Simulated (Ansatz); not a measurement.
The system is Pt.

```xyz
1
Lattice="-1.5842 1.5842 1.5842 1.5842 -1.5842 1.5842 1.5842 1.5842 -1.5842" Properties=species:S:1:pos:R:3 pbc="T T T"
Pt    0.0000    0.0000    0.0000
```

This isn't the form of Pt at room conditions, which is fcc.

Base run:

| Property | Result |
| --- | --- |
| Program | Ansatz 0.2.0 |
| Functional | PBEsol |
| Potentials or basis | all-electron LAPW, scalar-relativistic |
| Cutoff | 277 eV (chosen from the basis error) |
| Basis error allowed | 0.001 eV/atom |
| k mesh | 12 × 12 × 12 |
| Occupations | fermi-dirac, width 0.05 eV |
| Spin | no spin polarisation |

Its results: pressure -11.2 GPa.

Question: The run is repeated on the same cell with these changes: functional from PBEsol to LDA. What comes out?

Answer: Pressure -16.1 GPa.

LDA binds more tightly than PBEsol, so the same cell stands under less pressure.
